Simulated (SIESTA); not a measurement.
The system is Sb.

```
CELL_PARAMETERS angstrom
2.15420 1.24373 3.75800
-2.15420 1.24373 3.75800
0.00000 -2.48746 3.75800
ATOMIC_POSITIONS crystal
Sb 0.76651 0.76651 0.76651
Sb 0.23349 0.23349 0.23349
```

```yaml
Program: SIESTA 5.4.2
Task: relaxation of cell and atoms
Functional: BLYP
Potentials_or_basis: PseudoDojo 0.4 standard (PBE files)
Basis: DZP (energy shift 0.003 Ry; two zetas on semicore shells)
Grid_cutoff: 500 Ry
Energy_shift: 0.003 Ry
k_mesh: 8 × 8 × 8
Occupations: fermi-dirac, width 0.05 eV
Spin: no spin polarisation
```

At the start: pressure 7.9 GPa; volume 30.21 Å³/atom.

Task: How do energy, volume and symmetry change on relaxing?

Result: Over 14 steps the energy falls by 108.7 meV/atom and the volume is 36.34 Å³/atom (+20.3 %); space group R-3m (No. 166, to 0.05 Å).

The path:
```
step  energy change (eV)  largest force (eV/Å)  pressure (GPa)  volume (Å³)
   1              0.0000                0.3561            7.86        60.41
   2             -0.0842                0.1444            5.54        62.36
   3             -0.1857                0.2710            0.86        67.73
   4             -0.1916                0.3023            0.25        68.82
   5             -0.1981                0.2792           -0.31        70.09
   6             -0.2047                0.1825           -0.48        71.08
   7             -0.2093                0.0223           -0.30        71.62
   8             -0.2105                0.0274           -0.08        71.40
   9             -0.2116                0.0577            0.16        71.03
  10             -0.2127                0.0674            0.38        70.82
  11             -0.2145                0.0555            0.40        70.99
  12             -0.2168                0.0174            0.24        71.81
  13             -0.2173                0.0017            0.09        72.38
  14             -0.2174                0.0011            0.01        72.69
```

Final structure:
```yaml
crystal:
  lattice:
    - [2.24449, 1.29586, 4.16515]
    - [-2.24449, 1.29586, 4.16515]
    - [0.00000, -2.59172, 4.16515]
  atoms:
    - { symbol: Sb, position: [0.77176, 0.77176, 0.77176] }
    - { symbol: Sb, position: [0.22824, 0.22824, 0.22824] }
```

Caveat: the volume moved by over 15 % at a fixed basis, so the end points are rough; the potentials were made for another functional, which shifts forces and pressure; the basis of atomic orbitals isn't converged, which shifts pressures, moduli and gaps.
